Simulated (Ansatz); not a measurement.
# MnO2 (Pmmn) in Ansatz: relaxation of cell and atoms with r2SCAN

Aim: the relaxation of cell and atoms of MnO2 with r2SCAN.

All numbers are computed with Ansatz 0.2.0; they aren't measurements. Logs are shortened: lines on timing, memory, paths and dates and some standing lists are left out, and cuts for length are marked.

### 1 The structure

It takes space group Pmmn (No. 59, orthorhombic). Conventional cell: a = 2.904 Å, b = 3.845 Å, c = 6.164 Å, α = 90.00°, β = 90.00°, γ = 90.00°. Around Mn (site symmetry mm2) lie 6 O at 1.83 to 2.05 Å. Around O (site symmetry mm2) lie 2 Mn at 1.83 Å. O (site symmetry mm2) has 4 Mn at 1.98 to 2.05 Å as nearest neighbours.

Measurements of this composition are mostly on another form, of space group No. 136.

### 2 Relaxation of cell and atoms, r2SCAN, collinear spin, ferromagnetic start

Input file input.yaml:

```yaml
crystal:
  lattice:
    - [2.904158, 0.0, 0.0]
    - [0.0, 3.84481, 0.0]
    - [0.0, 0.0, 6.164264]
  atoms:
    - { symbol: Mn, position: [0.5, 0.5, 0.3433015], spin: 4.0 }
    - { symbol: Mn, position: [0.0, 0.0, 0.6566985], spin: 4.0 }
    - { symbol: O, position: [0.5, 0.0, 0.8375675] }
    - { symbol: O, position: [0.0, 0.5, 0.1624325] }
    - { symbol: O, position: [0.5, 0.0, 0.4217995] }
    - { symbol: O, position: [0.0, 0.5, 0.5782005] }
hamiltonian:
  xc: r2scan
  pseudopotentials: { kind: paw }
magnetization:
  spin_polarized: true
kpoints:
  mp_grid: { grid: [9, 7, 5] }
scf:
  occupations: { method: fermi_dirac, width: 0.05 }
output:
  forces: true
  stress: true
  eigenvalues: true
relax:
  f_tol: 0.01
  max_steps: 40
  cell: { stress_tol: 0.05 }
```

Potentials or basis: Ansatz PAW.

On the command line:

```console
> ansatz run input.yaml --threads 2 --pin off --max-ram 5632MiB --backend cpu --events-out ev --progress --plain --runs-dir out
```

Log:

```text
Warning: RAYON_NUM_THREADS=2 ignored (pool sized by the plan → 2); use --threads N
Engine: ansatz 0.2.0, aarch64-unknown-linux-gnu
Pseudopotentials: kind: paw
Pseudopotential: Mn, paw, valence charge 15, recommended cutoff 500 eV (meta_gga), Mn.paw.azcp
Pseudopotential: O, paw, valence charge 6, recommended cutoff 500 eV (meta_gga), O.paw.azcp
Functional definition: r2SCAN
  parameter k0 = 0.174
  parameter k1 = 0.065
  parameter a1 = 4.9479
  exchange = r2scan_x(k0 = k0, k1 = k1, a1 = a1)
  correlation = r2scan_c
Crystal: 6 atoms, lattice volume = 68.830 Å³
Basis set: ecut = 500 eV, 1731 PW (Γ), exchange–correlation on 96×120×180 points (64 copies of the dense FFT grid, shifted against one another)
Bands: 38, of which v1, the nominal top of the filled ones, is band 27 counted from 1 (26 counted from 0)
Symmetry: 8 space group operations
Space group: Pmmn (ITA 59), of the structure as read, at distance tolerance 4.1e-5 Å
Magnetic group: BNS 59.405 (UNI 503), of the structure as read, at distance tolerance 4.1e-5 Å
k-points: 60 of 315
Non-local potential: Mn, projectors of the file, l = 0: 3, l = 1: 2, l = 2: 3, l = 3: 1
Non-local potential: O, projectors of the file, l = 0: 2, l = 1: 2, l = 2: 1
PAW form: soft (Blöchl's): semilocal exchange-correlation on the pseudo side does not see the compensation charge
PAW frozen core: Mn, regenerated for the run's functional (the file was generated under x = pbe(κ = 0.804, μ = 0.2195149727645171), c = pbe(β = 0.06672455060314922))
PAW frozen core: O, regenerated for the run's functional (the file was generated under x = pbe(κ = 0.804, μ = 0.2195149727645171), c = pbe(β = 0.06672455060314922))
PAW one-centre angular grid: Mn, 590 points (default); XC on 160 Gauss nodes
PAW one-centre angular grid: O, 302 points (default); XC on 160 Gauss nodes
Initial density: superposition of atomic densities (chi_scale 0.1, normalization cell, long waves kept (reshape's long-wave potential 0.46 eV rms))
Starting moments: Σ|m| = 8 μB on 2 of 6 sites
Initial wavefunctions: pseudopotential atomic-orbital guess
Functional: x = r2scan, c = r2scan; τ floored in thin density (d = 2e-4 eV/Å³)
SCF iter   1: F=—  HF=-10081.241805 eV  |F-HF|=—  |Δ(HF+E_count)|=         —  Δρ=8.32e-2 (↑8.32e-2 ↓5.31e-2)  dr2=1.37e1  dr2_τ=1.27e-1  dr2_m=7.26e-1  M=6.000 μB ∫|m|=8.004 μB  β_m=1.00  ethr=3.10e-3  ⟨swp⟩=6.3  Hψ=18279  notcnv=0
Mixer restart at iter 1: flushing history
preconditioner: auto → Kerker (q_TF=auto, 2.620 Å⁻¹)  [metal: Δε(μ)=0.013 eV  Ē_g=13.038 eV  σ=0.050 eV  W_gap=0.06  n_scr=20 (ndim 8)  ℏωp=27.6 eV  f_vac=0.089  D(μ)=2.49/eV (n_scr^D=16)]
spin=Collinear: Kerker preconditioning applied to the charge; magnetization (m = ρ↑ − ρ↓) channel mixes plain (no charge-response kernel on spin).
SCF iter   2: F=—  HF=-10082.030064 eV  |F-HF|=—  |Δ(HF+E_count)|=   7.88e-1  Δρ=3.04e-2 (↑2.48e-2 ↓3.04e-2)  dr2=2.74e0  dr2_τ=5.07e-2  dr2_m=7.91e-2  M=6.000 μB ∫|m|=7.691 μB  β_m=1.00  ethr=3.10e-3  ⟨swp⟩=3.1  Hψ=10130  notcnv=0  defer=278  κ⁻¹=1.0e0(r=1)
SCF iter   3: F=—  HF=-10082.312857 eV  |F-HF|=—  |Δ(HF+E_count)|=   2.83e-1  Δρ=1.97e-2 (↑1.97e-2 ↓1.75e-2)  dr2=1.11e0  dr2_τ=9.71e-3  dr2_m=3.70e-2  M=6.000 μB ∫|m|=7.362 μB  β_m=1.00  ethr=3.10e-3  ⟨swp⟩=2.0  Hψ=5962  notcnv=0  defer=316  κ⁻¹=3.1e-2(r=2)
SCF iter   4: F=—  HF=-10082.442628 eV  |F-HF|=—  |Δ(HF+E_count)|=   1.30e-1  Δρ=1.01e-2 (↑9.08e-3 ↓1.01e-2)  dr2=5.11e-1  dr2_τ=3.14e-3  dr2_m=2.26e-3  M=6.000 μB ∫|m|=7.045 μB  β_m=1.00  ethr=2.05e-3  ⟨swp⟩=3.2  Hψ=8356  notcnv=0  defer=336  κ⁻¹=8.4e-3(r=3)
SCF iter   5: F=—  HF=-10082.522234 eV  |F-HF|=—  |Δ(HF+E_count)|=   7.96e-2  Δρ=7.06e-3 (↑7.06e-3 ↓6.60e-3)  dr2=2.28e-1  dr2_τ=1.86e-3  dr2_m=1.48e-3  M=6.000 μB ∫|m|=6.789 μB  β_m=1.00  ethr=9.47e-4  ⟨swp⟩=3.5  Hψ=9103  notcnv=0  defer=369  κ⁻¹=2.6e-3(r=4)
SCF iter   6: F=—  HF=-10082.461576 eV  |F-HF|=—  |Δ(HF+E_count)|=         —  Δρ=1.13e-2 (↑1.13e-2 ↓5.89e-3)  dr2=1.65e-1  dr2_τ=2.48e-3  dr2_m=8.75e-3  M=6.000 μB ∫|m|=6.492 μB  β_m=1.00  ethr=4.22e-4  ⟨swp⟩=3.6  Hψ=8466  notcnv=0  defer=372
Mixer restart at iter 6: flushing history
SCF iter   7: F=—  HF=-10082.514817 eV  |F-HF|=—  |Δ(HF+E_count)|=   5.32e-2  Δρ=5.40e-3 (↑5.40e-3 ↓4.46e-3)  dr2=6.51e-2  dr2_τ=9.69e-4  dr2_m=8.70e-4  M=6.000 μB ∫|m|=6.463 μB  β_m=1.00  ethr=3.05e-4  ⟨swp⟩=2.0  Hψ=5523  notcnv=0  defer=373  κ⁻¹=1.0e0(r=1)
[... 115 lines left out ...]
SCF iter   9: F=—  HF=-10082.837969 eV  |F-HF|=—  |Δ(HF+E_count)|=   5.96e-8  Δρ=7.74e-7 (↑5.57e-7 ↓7.74e-7)  dr2=4.86e-10  dr2_τ=1.22e-11  dr2_m=5.92e-11  M=6.000 μB ∫|m|=6.248 μB  β_m=1.00  ethr=6.24e-12  ⟨swp⟩=2.5  Hψ=8254  notcnv=0  κ⁻¹=2.6e-6(r=8)
SCF iter  10: F=—  HF=-10082.837969 eV  |F-HF|=—  |Δ(HF+E_count)|=   1.02e-8  Δρ=2.01e-7 (↑1.88e-7 ↓2.01e-7)  dr2=4.22e-11  dr2_τ=1.41e-12  dr2_m=2.00e-12  M=6.000 μB ∫|m|=6.248 μB  β_m=1.00  ethr=1.00e-12  ⟨swp⟩=2.5  Hψ=8475  notcnv=0  κ⁻¹=3.9e-6(r=8)
SCF iter  11: F=—  HF=-10082.837969 eV  |F-HF|=—  |Δ(HF+E_count)|=  9.11e-10  Δρ=7.85e-8 (↑7.76e-8 ↓7.85e-8)  dr2=5.27e-12  dr2_τ=2.16e-13  dr2_m=4.62e-13  M=6.000 μB ∫|m|=6.248 μB  β_m=1.00  ethr=1.00e-12  ⟨swp⟩=2.6  Hψ=7667  notcnv=0  κ⁻¹=3.6e-6(r=8)
SCF iter  12: F=-10082.837969 eV  HF=-10082.837969 eV  |F-HF|=3.64e-12  |Δ(HF+E_count)|=  9.28e-11  Δρ=6.89e-8 (↑4.76e-8 ↓6.89e-8)  dr2=6.66e-12  dr2_τ=9.37e-14  dr2_m=2.62e-13  M=6.000 μB ∫|m|=6.248 μB  ethr=1.00e-12  ⟨swp⟩=3.1  Hψ=16823  notcnv=0
SCF 7 converged in 12 iterations: F = -10082.837969 eV  dr2 = 6.66e-12
relax step   7: F+E_penalty+E_count = -10082.83796933 eV  Δ(F+E_penalty+E_count) = +4.892e-3 eV  max|allowed force component| = 4.707e-3 eV/Å  Δτ_max = 0.0000 Å  P = +0.035 GPa  Ω = 63.464 Å³  stress off target by 4.07e-2 GPa  SCF on the basis re-selected at this cell (its energy is not comparable with the rows above)  (12 SCF iters)
basis re-selected at this cell: Δ(F+E_penalty+E_count) = +4.892e-3 eV, ΔP = +0.032 GPa vs the last step (what re-selecting the basis moved, of the pressure what is left beyond the Pulay correction that the steps carried, after the strain that the cell walked since its last selection, with what the two solves' SCF thresholds leave and, on support functions, any second-order correction that the steps lacked; it is no measure of the basis error at this ecutwfc). This SCF's stress stands 4.07e-2 GPa from its target on what of the cell is left free (relax.cell.stress_tol is 5.00e-2 GPa) and its largest allowed force component is 4.71e-3 eV/Å (relax.f_tol is 1.00e-2 eV/Å): within both
an SCF from antiferromagnetic starting moments (-4.00, 4.00, 0.00, 0.00, 0.00, 0.00 Bohr magnetons, atom by atom) was not made, so that it is not known whether that order lies lower: the deck asks for what bars it, or types moments that do (magnetization.spin_polarized, in the input reference, names some of the keys), or the run goes by scf.lower_state_search: light, the default, which as a rule tries one only behind a close that has lost an order of both signs, or on which an open d or half-filled 4f shell of a PAW file has lost a moment that was set nearer to Hund's than to what is left; or, under a Hubbard U, one that names an f shell that the input leaves bare beside given moments, or a larger moment for a shell of low spin that is given one. standard, with a start from the atoms, tries one behind each close (in a relaxation, ahead of its steps or at their end). To set out from that order, type those moments (crystal.atoms[].spin; where shells were raised to Hund's moment, beside crystal.symmetry.detect: false) under scf.lower_state_search: light. The bands of the close that named these starting moments, or of the one ahead of a search that led to it (under cold or Methfessel-Paxton smearing those of the Gaussian ahead of it) read a cost of +10.57 meV for the turn to them, carried on from a small turn (+10.57 by the pairs of d shells alone)
SCF converged after 12 iterations
Stability not checked: this state was not tested for a lower state beside it, because the mixer in use, unlike msr1, does not test its closes by its own steps (another_mixer; see scf.mixing.algorithm and scf.lower_state_search)
Magnetization: 6.0000 μB (30.0000 up, 24.0000 down)
Absolute magnetization: 6.2692 μB (∫|ρ↑−ρ↓|, with the PAW one-centre terms)
Spin contamination: 0.0907 ħ² per cell (⟨S²⟩ above its minimum at these occupations)
Per-site moments (μB) at R_I (Å): [(2.404427359482538, 0.7355862154729265), (2.4044273594825376, 0.7355862154729264), (0.12578458236843046, 0.7355862154729264), (0.12578458236843043, 0.7355862154729265), (0.013534237539396704, 0.7966004075750814), (0.013534237539396718, 0.7966004075750814)]
Free energy (F): -10082.837969 eV
Harris-Foulkes:  -10082.837969 eV  (|F-HF|=3.64e-12)
Internal energy: -10082.836989 eV  (E = F + TS)
E sigma→0 (E₀):  -10082.837479 eV
Entropy (-TS):   -0.000980 eV (-0.163 meV/atom)
Fermi energy:    8.523756 eV
--- Per-component energies (eV) ---
  E_band       = -767.210244
  E_kinetic    = 1302.377179
  E_local      = -7057.390878  (includes V_loc(G=0)·N_el)
  E_nonlocal   = 668.182346
  E_hartree    = 2884.915654
  E_xc         = -511.748129
  E_vxc        = -743.625008  (∫ρ·V_xc dr)
  E_paw        = -3249.716095  (= ΣΔE_a)
  E_vpaw       = -755.645490  (= ΣTr[D̂ρ^β])
  E_aug_tail   = 0.004073  (compensation charges beyond the density's cutoff)
  E_vtau       = 49.056060  (kinetic-family band-sum trace: ∫τ·v_τ [+ j·A + Jᵃ·Aᵃ] dr)
  E_ewald      = -4118.767288
  E_core_change = -0.693850  (= ΣΔE_core)
  E_smearing   = -0.000980  (= −TS)
  E_closure    = 0.000000  (closes the sum)
  Σ components = -10082.837969   (vs F -10082.837969, Δ=0.00e0)
--- Forces (eV/Å), atoms counted from 1 ---
  atom   1  Mn     0.00000000    -0.00000000    -0.00470653
  atom   2  Mn    -0.00000000     0.00000000     0.00470653
  atom   3  O     -0.00000000    -0.00000000    -0.00164632
  atom   4  O      0.00000000     0.00000000     0.00164632
  atom   5  O      0.00000000     0.00000000    -0.00066938
  atom   6  O     -0.00000000    -0.00000000     0.00066938
  max |Σ_I F_I| component: 9.76e-19 eV/Å
--- Stress (GPa, compression-positive) ---
        0.035787      -0.000000       0.000000
       -0.000000       0.040681      -0.000000
        0.000000       0.000000       0.028196
  P = ⅓ Tr σ = 0.0349 GPa (0.349 kbar)
--- Band table (eV; the first three rows and the last of 120) ---
  k-point 0 ↑: bands = ["-76.9780", "-76.9700", "-44.4874", "-44.4521", "-44.4442", "-44.4036", "-44.3396", "-44.3237", "-13.0629", "-11.2367", "-10.5595", "-10.5589", "0.6441", "1.5289", "1.6498", "2.2619", "2.8460", "3.7741", "4.1072", "4.1960", "4.8235", "4.8934", "5.1377", "5.1531", "5.1835", "6.4636", "6.9193", "7.2616", "8.0298", "8.2498", "9.3185", "9.4346", "11.2100", "11.5416", "15.6825", "19.1625", "20.4014", "22.1116"]
  k-point 1 ↑: bands = ["-76.9780", "-76.9700", "-44.4874", "-44.4521", "-44.4442", "-44.4036", "-44.3396", "-44.3237", "-13.0527", "-11.2365", "-10.7366", "-10.3943", "0.6441", "1.4524", "1.8078", "2.2744", "2.8189", "3.7754", "3.9605", "4.3868", "4.8238", "4.9244", "5.0410", "5.1033", "5.1832", "6.4532", "6.8375", "7.3330", "7.9091", "8.3623", "9.1708", "9.5442", "11.1447", "11.5973", "16.0062", "18.7666", "20.6043", "22.1462"]
  k-point 2 ↑: bands = ["-76.9780", "-76.9700", "-44.4874", "-44.4521", "-44.4441", "-44.4037", "-44.3395", "-44.3238", "-13.0356", "-11.2363", "-10.8533", "-10.2981", "0.6442", "1.4217", "1.9719", "2.2971", "2.7734", "3.8029", "3.8599", "4.5826", "4.8242", "4.8294", "4.9747", "5.0242", "5.1827", "6.4355", "6.7646", "7.3846", "7.7894", "8.4686", "9.0514", "9.6150", "11.0639", "11.6627", "16.8298", "17.8573", "21.0995", "21.9189"]
  k-point 59 ↓: bands = ["-72.9590", "-72.9586", "-40.7463", "-40.7455", "-40.3509", "-40.3492", "-40.2828", "-40.2807", "-11.3881", "-11.3153", "-10.0555", "-10.0435", "0.9697", "1.0784", "3.0254", "3.1533", "3.4060", "3.6885", "4.0063", "4.3757", "5.6180", "5.6349", "6.4743", "6.5037", "9.7733", "9.7909", "10.4074", "10.4325", "11.1862", "11.2258", "11.7802", "11.8741", "12.3448", "12.4505", "21.2994", "21.5297", "22.4731", "23.1820"]
--- Relaxed structure (6 steps of the walk, 6 accepted, 1 SCFs on fresh bases) ---
  F+E_penalty+E_count = -10082.83796933 eV   max|allowed force component| = 4.707e-3 eV/Å   (the final SCF, on the basis selected at the relaxed cell)
  cell:  # Å, volume = 63.4644 Å³
    - [2.8183281528016613, -3.974976280613184e-33, 9.094090482896043e-18]
    - [-5.3528071276859634e-33, 3.753877529842392, 2.890967660145941e-33]
    - [1.9302797773557317e-17, 4.6349983152878456e-33, 5.998715134475493]
  atoms:
    - { symbol: Mn, position: [0.49999999999999994, 0.5000000000000001, 0.3416632366483736] }
    - { symbol: Mn, position: [-1.930300575091984e-19, 2.2436898596379276e-35, 0.6583367633516265] }
    - { symbol: O, position: [0.49999999999999994, 8.301652480660325e-34, 0.840508131804283] }
    - { symbol: O, position: [3.4648295448383093e-19, 0.5000000000000001, 0.15949186819571712] }
    - { symbol: O, position: [0.49999999999999994, -7.774646257815146e-35, 0.41740756396472406] }
    - { symbol: O, position: [-5.174843620986917e-19, 0.5000000000000001, 0.5825924360352761] }
```

Wall time 4.3 min (2 threads of Arm Neoverse V1, shared host); peak memory 0.71 GiB.

What came out:

- Free energy: -10082.8380 eV
- Relaxed volume: 10.58 Å³/atom
- Relaxed cell: a = 2.818 Å, b = 3.754 Å, c = 5.999 Å, α = 90.00°, β = 90.00°, γ = 90.00°
- Space group after relaxing (to 0.05 Å): Pmmn (No. 59)
- Energy gained by relaxing: 35.1 meV/atom
- Ionic steps: 7
- Pressure after relaxing: 0.0 GPa
- Largest force after relaxing: 0.005 eV/Å
- Band gap on the k mesh: 0.14 eV, indirect (least direct gap 0.58 eV)
- Net moment: 6.00 μB per cell
- Absolute moment: 6.27 μB per cell
- Site moments: Mn +2.40; O +0.13, +0.01 μB

Forces in eV/Å, atoms in the order of the input:
```
Mn   0.000  0.000 -0.005
Mn   0.000  0.000  0.005
O    0.000  0.000 -0.002
O    0.000  0.000  0.002
O    0.000  0.000 -0.001
O    0.000  0.000  0.001
```

Step by step:
```csv
step,energy change (eV),largest force (eV/Å),volume (Å³)
1,0.0000,1.0570,68.83
2,-0.1699,0.6514,65.24
3,-0.2140,0.0775,62.72
4,-0.2152,0.0238,63.44
5,-0.2153,0.0067,63.43
6,-0.2153,0.0057,63.46
7,-0.2104,0.0047,63.46
```

Final structure:
```xyz
6
Lattice="2.8183 0.0000 0.0000 0.0000 3.7539 0.0000 0.0000 0.0000 5.9987" Properties=species:S:1:pos:R:3 pbc="T T T"
Mn    1.4092    1.8769    2.0495
Mn    0.0000    0.0000    3.9492
O     1.4092    0.0000    5.0420
O     0.0000    1.8769    0.9567
O     1.4092    0.0000    2.5039
O     0.0000    1.8769    3.4948
```

Levels at points of the mesh, in eV from the valence-band top:
Spin up:
| k point | band 28 | band 29 | band 30 | band 31 | band 32 | band 33 |
| --- | --- | --- | --- | --- | --- | --- |
| (0.00, 0.00, 0.00) | -1.21 | -0.44 | -0.22 | 0.85 | 0.97 | 2.74 |
Spin down:
```csv
k point,band 21,band 22,band 23,band 24,band 25,band 26,band 27,band 28
"(0.00, 0.00, 0.00)",-2.78,-2.37,-2.13,-1.83,1.06,1.61,1.68,1.88
```

Caveat: the magnetic or orbital state may not be the lowest; odd divisions of the mesh miss points on the zone boundary, where band edges often lie, so the gap on the mesh can be too wide; the plane-wave basis is chosen anew once the cell has moved, so the energies of steps on either side of that aren't comparable; only a ferromagnetic start was run, and an antiferromagnetic order may lie lower in energy; the PAW data sets come from PBE, with cores solved anew for the run's functional, which leaves a small shift of forces and pressure.
